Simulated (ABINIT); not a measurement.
The system is Eu.

```
Eu
1.0
    -2.30300    2.30300    2.30300
     2.30300   -2.30300    2.30300
     2.30300    2.30300   -2.30300
Eu
1
Direct
  0.00000 0.00000 0.00000
```

- Program: ABINIT 10.8.3 (patched build)
- Task: relaxation of cell and atoms
- Functional: PBE
- Potentials or basis: PseudoDojo NC SR PBE v0.4 lanthanides 3+ (4f in core; v0.4.1 standard for the other elements)
- Cutoff: 680 eV
- k mesh: 6 × 6 × 6
- Occupations: fermi-dirac, width 0.05 eV
- Spin: collinear spin, ferromagnetic start
- Starting moments: [7.0] μB

At the start: pressure -7.4 GPa; volume 48.86 Å³/atom.

Q: Where does the relaxation end?

A: Over 7 steps the energy falls by 480.9 meV/atom and the volume is 33.14 Å³/atom (-32.2 %); space group Im-3m (No. 229, to 0.05 Å); moment 0.39 μB per cell.

The path:
| step | energy change (eV) | largest force (eV/Å) | pressure (GPa) | volume (Å³) |
| --- | --- | --- | --- | --- |
| 1 | 0.0000 | 0.0000 | -7.41 | 48.86 |
| 2 | -0.0503 | 0.0000 | -7.24 | 47.76 |
| 3 | -0.3679 | 0.0000 | 8.22 | 28.04 |
| 4 | -0.4683 | 0.0000 | -1.98 | 35.10 |
| 5 | -0.4807 | 0.0000 | -0.25 | 33.37 |
| 6 | -0.4809 | 0.0000 | 0.01 | 33.13 |
| 7 | -0.4809 | 0.0000 | 0.00 | 33.14 |

Final structure:
```
Eu
1.0
    -2.02355    2.02355    2.02355
     2.02355   -2.02355    2.02355
     2.02355    2.02355   -2.02355
Eu
1
Direct
  0.00000 0.00000 0.00000
```

Caveat: the electronic state changed during the relaxation; the volume moved by over 15 % at a fixed basis, so the end points are rough; the volume moved by -32 % from the deposited cell, more than functionals usually miss.
